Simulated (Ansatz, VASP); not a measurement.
This is a calculation of PbS (Galena) for Ansatz 0.2.0.

The input input.yaml:

```yaml
crystal:
  lattice:
    - [0.0, 2.96575, 2.96575]
    - [2.96575, 0.0, 2.96575]
    - [2.96575, 2.96575, 0.0]
  atoms:
    - { symbol: Pb, position: [0.0, 0.0, 0.0] }
    - { symbol: S, position: [0.5, 0.5, 0.5] }
hamiltonian:
  xc: pbe
  pseudopotentials: { kind: paw }
kpoints:
  mp_grid: { grid: [8, 8, 8] }
scf:
  occupations: { method: gaussian, width: 0.03 }
output:
  forces: true
  stress: true
  eigenvalues: true
```

Potentials or basis: Ansatz PAW.

Run with:

```bash
$ ansatz run input.yaml --threads 2 --pin off --max-ram 5632MiB --backend cpu --events-out ev --progress --plain --runs-dir out
```

Task: Set up the same calculation for VASP 6.6.1. Potentials there: VASP PAW PBE potentials, release 64 (Pb_d, S).

Result: As run (the cutoff follows the program's own potentials):

INCAR

```
ALGO     = Normal         # electronic algorithm
EDIFF    = 1E-6           # SCF threshold, eV
ENCUT    = 520            # plane-wave cutoff, eV
GGA      = PE             # functional
ISIF     = 2              # what is computed and relaxed
ISMEAR   = 0              # smearing method
LASPH    = True           # aspherical terms in the spheres
LCHARG   = False          # write CHGCAR
LREAL    = False          # projectors in reciprocal space
LWAVE    = False          # write WAVECAR
NBANDS   = 17             # bands
NELM     = 100            # most SCF steps
PREC     = Accurate       # precision mode
SIGMA    = 0.03           # smearing width, eV
```

Contents of KPOINTS:

```
k-points
0
Gamma
  8 8 8
```

POSCAR

```
PbS
1.0
    0.0000000000      2.9657500000      2.9657500000
    2.9657500000      0.0000000000      2.9657500000
    2.9657500000      2.9657500000      0.0000000000
Pb S
1 1
Direct
    0.0000000000      0.0000000000      0.0000000000
    0.5000000000      0.5000000000      0.5000000000
```

Potentials or basis: VASP PAW PBE potentials, release 64 (Pb_d, S).

Command:

```console
$ cat potpaw_PBE.64/Pb_d/POTCAR potpaw_PBE.64/S/POTCAR > POTCAR
$ mpirun -np 1 vasp_std > vasp.out
```

Both were run:

|  | VASP | Ansatz | Ansatz less VASP |
| --- | --- | --- | --- |
| gap on the k mesh at the Fermi level (eV) | 0.36 | 0.36 | -0.007 |
| least direct gap on the mesh (eV) | 0.36 | 0.36 | -0.007 |
| pressure (GPa) | 2.1 | 2.2 | +0.09 |

With one functional, cell and mesh, what is left measures potentials, basis and numerics.

Caveats: spin-orbit coupling is left out, which as a rule narrows the gap of such compounds by several tenths of an eV. A k mesh can miss the band edges.
